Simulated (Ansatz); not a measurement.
Isolated molecules relaxed with PBE0-D4/def2-TZVP in Ansatz; ΔE leaves out vibrations. CCSD(T)/CBS adds triple-zeta CCSD(T) − MP2 to the extrapolated MP2 energy (def2 sets, frozen cores). Double bonds are as drawn, so ΔE can hold a change between cis and trans. Functionals use def2-TZVPP. B3LYP here is the variant with VWN-RPA as its local correlation; programs differ in this. Each species was taken in one conformer, which may not be the lowest.

Consider the ligand exchange at a B–C bond: `B/C([SiH3])=C\Cl` + `CC(=O)O` → `BOC(C)=O` + `[SiH3]/C=C/Cl`.

`B/C([SiH3])=C\Cl`:

Cartesian coordinates in Å:
```
B -0.842 -0.870 1.163
C -0.293 0.001 0.017
Si 1.556 0.109 -0.235
C -1.064 0.701 -0.828
Cl -2.779 0.770 -0.817
H -0.080 -1.474 1.862
H -2.014 -0.956 1.372
H 1.863 0.998 -1.389
H 2.115 -1.244 -0.498
H 2.208 0.651 0.986
H -0.669 1.314 -1.634
```

`CC(=O)O`:

```xyz
8

C    -0.286   -0.294    0.868
C    -0.121    0.225   -0.524
O    -0.998    0.642   -1.230
O     1.164    0.175   -0.923
H     0.065   -1.326    0.922
H     0.325    0.293    1.556
H    -1.332   -0.239    1.157
H     1.184    0.524   -1.825
```

`BOC(C)=O`:

Z-matrix (Å, degrees):
```
C
C 1 1.492
H 1 1.092 2 109.3
H 1 1.092 2 109.8 3 -117.1
H 1 1.087 2 110.0 3 121.2
O 2 1.377 1 110.9 3 58.2
O 2 1.191 1 126.5 3 -119.7
B 6 1.364 2 122.4 1 153.2
H 8 1.194 6 115.5 2 173.6
H 8 1.193 6 120.5 2 -8.5
```

`[SiH3]/C=C/Cl`:

Cartesian coordinates in Å:
```
Si 1.316 0.186 0.245
C -0.445 0.437 -0.290
C -1.355 -0.511 -0.120
Cl -3.006 -0.358 -0.588
H 1.443 -1.170 0.840
H 2.238 0.309 -0.915
H 1.706 1.209 1.252
H -0.751 1.372 -0.753
H -1.146 -1.475 0.330
```

| level | ΔE (kJ/mol) |
| --- | --- |
| PBE-D4 | -75.8 |
| PBE | -78.5 |
| B3LYP | -91.2 |
| HF/def2-QZVPP | -101.8 |

(1) What does CCSD(T)/CBS give? (Best estimate.)

Largest T1 diagnostic among the species: 0.015.

Answers

(1) The calculation gave: -87.8 kJ/mol. The listed levels differ from it by 12.0, 9.3, -3.4, -14.0 kJ/mol.

The D4 term adds +4.6 kJ/mol with B3LYP and +2.4 kJ/mol with PBE0; it sums over pairs of atoms, weighted by their polarisabilities, and B3LYP, whose exchange is more repulsive, gets the larger term. In def2-TZVPP, CCSD(T) changes the Hartree–Fock value by +12.2 kJ/mol (the triples alone add +2.5 kJ/mol) and MP2 by +16.7 kJ/mol.

CCSD(T)/CBS has its own doubt, a few kJ/mol and more with outer-core shells, so smaller differences from it don't rank the levels.
